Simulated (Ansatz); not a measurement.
# Density of states of SrTe

```cif
data_structure
_symmetry_space_group_name_H-M 'Fm-3m'
_symmetry_Int_Tables_number 225
_cell_length_a 6.7117
_cell_length_b 6.7117
_cell_length_c 6.7117
_cell_angle_alpha 90.000
_cell_angle_beta 90.000
_cell_angle_gamma 90.000
_cell_volume 302.34
loop_
_atom_site_label
_atom_site_type_symbol
_atom_site_symmetry_multiplicity
_atom_site_Wyckoff_symbol
_atom_site_fract_x
_atom_site_fract_y
_atom_site_fract_z
_atom_site_occupancy
Sr1 Sr 4 a 0.00000 0.00000 0.00000 1
Te1 Te 4 b 0.50000 0.00000 0.00000 1
```

The runs use the primitive cell with vectors (0.000, 3.356, 3.356), (3.356, 0.000, 3.356), (3.356, 3.356, 0.000) Å, to which the k mesh refers.

The cell is the one relaxed in the Materials Project (mp-1958), not relaxed further here; entries there can be hypothetical.

Spin–orbit coupling is left out, though it moves levels of the heavy atoms by tenths of an eV or more.

Computed with DFT, PBE, all-electron LAPW, scalar-relativistic (Ansatz 0.2.0).

Settings: a Γ-centred 7×7×7 k mesh, Fermi–Dirac smearing of 0.01 eV, basis error target 0.5 meV/atom, no spin polarisation.

States per eV and cell, averaged over 0.6 eV, from -10.1 to 2.9 eV, with energies (bin centres) from the valence-band top; empty bins are left out. The partial columns, the largest 3 alone, are projections on Löwdin-orthogonalised atomic shells (those that the program's projection atoms carry: the occupied ones and, for some elements, an empty d or f shell; other empty shells have no column), summed over atoms of an element. Weights on diffuse s and p shells depend on that basis and aren't pure angular character.

```
E (eV)  total  Te 5p  Te 5s  Sr 5s
  -9.9   0.37   0.00   0.28   0.09
  -9.3   2.97   0.00   2.76   0.16
  -2.7   0.32   0.23   0.00   0.07
  -2.1   2.60   2.11   0.03   0.37
  -1.5   1.54   1.40   0.01   0.05
  -0.9   4.92   4.61   0.01   0.03
  -0.3   0.62   0.59   0.00   0.00
   2.1   0.22   0.00   0.00   0.00
   2.7   0.75   0.01   0.01   0.02
```

Question: Which of the resolved shells contributes most in the top eV of the valence band?

Answer: Te 5p, with 94 % of all states there; Sr 4p follows with 1 %.
